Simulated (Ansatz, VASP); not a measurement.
# Two plane-wave programs on SiC

Contents of INCAR:

```
PREC = Accurate ; ENCUT = 600
EDIFF = 1E-6 ; ISMEAR = 0
SIGMA = 0.02 ; LREAL = F
LASPH = T ; NELM = 100
ALGO = Normal ; ISIF = 3
LWAVE = F ; LCHARG = F
GGA = PE ; IBRION = 2
NSW = 100 ; EDIFFG = -0.01
```

The input KPOINTS:

```
Automatic mesh
0
Gamma
  12 12 6
```

Contents of POSCAR:

```
SiC
1.0
    3.0917664133      0.0000000000      0.0000000000
   -1.5458832067      2.6775482565      0.0000000000
    0.0000000000      0.0000000000      5.0740211586
Si C
2 2
Direct
    0.3333333333      0.6666666667      0.0045635261
    0.6666666667      0.3333333333      0.5045635261
    0.3333333333      0.6666666667      0.3804364639
    0.6666666667      0.3333333333      0.8804364639
```

Input for Ansatz:

```yaml
crystal:
  lattice:
    - [3.0917664133, 0.0, 0.0]
    - [-1.5458832067, 2.6775482565, 0.0]
    - [0.0, 0.0, 5.0740211586]
  atoms:
    - { symbol: Si, position: [0.3333333333, 0.6666666667, 0.0045635261] }
    - { symbol: Si, position: [0.6666666667, 0.3333333333, 0.5045635261] }
    - { symbol: C, position: [0.3333333333, 0.6666666667, 0.3804364639] }
    - { symbol: C, position: [0.6666666667, 0.3333333333, 0.8804364639] }
basis:
  ecutwfc: 420
kpoints:
  mp_grid: { grid: [12, 12, 6] }
hamiltonian:
  xc: pbe
scf:
  occupations: { method: gaussian, width: 0.02 }
output:
  forces: true
  stress: true
  eigenvalues: true
relax:
  adjacent_minimum: "off"
  f_tol: 0.01
  max_steps: 80
  cell: { stress_tol: 0.05 }
```

Alike in both runs: task relaxation of cell and atoms; functional PBE; k mesh 12 × 12 × 6; occupations gaussian, width 0.02 eV; no spin polarisation.

|  | VASP | Ansatz |
| --- | --- | --- |
| version | VASP 6.6.1 | Ansatz 0.2.0 |
| potentials or method | VASP PAW PBE potentials, release 64 (Si, C) | scalar-relativistic, plane waves, PAW |
| plane-wave cutoff (eV) | 600 | 420 |
| valence electrons in the cell | 16 | 16 |

VASP gave:

- gap on the k mesh at the Fermi level, each at its own relaxed structure (eV): 2.30
- relaxed volume (Å³/atom): 10.49
- relaxed cell length with the largest relative difference (Å): 5.073

Problem. Estimate Ansatz's values.

Solution. gap on the k mesh at the Fermi level, each at its own relaxed structure (eV): 2.31; relaxed volume (Å³/atom): 10.50; relaxed cell length with the largest relative difference (Å): 5.074.

A k mesh can miss the band edges. A hybrid or GW would open this gap; PBE tends to underestimate it.
